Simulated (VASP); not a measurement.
## V under changes of volume

One of the cells (14.169 Å³/atom); the others are scaled copies at fixed shape and fractional positions:

```
CELL_PARAMETERS angstrom
-1.52438 1.52438 1.52438
1.52438 -1.52438 1.52438
1.52438 1.52438 -1.52438
ATOMIC_POSITIONS crystal
V 0.00000 0.00000 0.00000
```

```yaml
Program: VASP 6.6.1
Functional: PBE
Potentials_or_basis: VASP PAW PBE potentials, release 64 (V_sv)
Cutoff: 520 eV
k_mesh: 12 × 12 × 12
Occupations: fermi-dirac, width 0.05 eV
Spin: collinear spin, ferromagnetic start
Starting_moments: "[2.0] μB"
```

```tsv
volume (Å³/atom)	energy over the lowest point (meV/atom)	pressure (GPa)
13.058	?	?
13.336	0.19	1.9
13.613	0.00	-1.8
14.169	17.62	-8.2
14.447	34.38	-11.0
14.725	55.78	-13.5
```

Question: What does the run at 13.058 Å³/atom give?

Answer: Energy over the lowest point 7.09 meV/atom; pressure 6.0 GPa.

Worked out: A Birch-Murnaghan fit of order 3 (a polynomial in V^(-2/3)) to the other rows has its minimum at 13.48 Å³/atom with B0 = V·E''(V) = 181 GPa and B' = 3.7. It gives 7.20 meV/atom at 13.058 Å³/atom, against the run's 7.09, and -dE/dV = 6.1 GPa, against 6.0.

Energies are extrapolated to zero smearing.
